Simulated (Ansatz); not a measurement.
Input of an Ansatz 0.2.0 run:

The input input.yaml:

```yaml
crystal:
  lattice:
    - [-1.5838089719, 1.5838089719, 1.5838089719]
    - [1.5838089719, -1.5838089719, 1.5838089719]
    - [1.5838089719, 1.5838089719, -1.5838089719]
  atoms:
    - { symbol: Mo, position: [0.0, 0.0, 0.0] }
kpoints:
  mp_grid: { grid: [12, 12, 12] }
  band_path:
    path:
      - [0.0, 0.0, 0.0]
      - [0.5, -0.5, 0.5]
      - [0.0, 0.0, 0.5]
      - [0.0, 0.0, 0.0]
      - [0.25, 0.25, 0.25]
      - [0.5, -0.5, 0.5]
    npoints: 8
scf:
  occupations: { method: fermi_dirac, width: 0.05 }
hamiltonian:
  xc: pbesol
  pseudopotentials: { kind: all_electron, lapw: { basis_error: 0.001 } }
output:
  forces: true
  stress: true
  eigenvalues: true
```

Potentials or basis: all-electron LAPW, scalar-relativistic.

Run with:

```console
$ ansatz run input.yaml --threads 1 --pin off --max-ram 3072MiB --backend cpu --events-out ev --progress --plain --runs-dir out
```

Problem. What does it give for the band gap along the path?

Solution. None (metal or under the smearing width).

Problem. What does it give for the pressure?

Solution. -9.6 GPa.

Levels at the corners of the path, in eV from the Fermi level:
| point | band 12 | band 13 | band 14 | band 15 | band 16 | band 17 | band 18 | band 19 |
| --- | --- | --- | --- | --- | --- | --- | --- | --- |
| Γ | -34.45 | -7.16 | -1.28 | -1.28 | -1.28 | 1.67 | 1.67 | 14.69 |
| H | -35.38 | -5.28 | -5.28 | 3.97 | 3.97 | 3.97 | 8.93 | 8.93 |
| N | -34.46 | -5.19 | -3.28 | 1.59 | 1.70 | 2.31 | 4.72 | 11.41 |
| Γ | -34.45 | -7.16 | -1.28 | -1.28 | -1.28 | 1.67 | 1.67 | 14.69 |
| P | -35.13 | -2.54 | -2.54 | -2.54 | 2.43 | 2.43 | 9.37 | 11.42 |
| H | -35.38 | -5.28 | -5.28 | 3.97 | 3.97 | 3.97 | 8.93 | 8.93 |
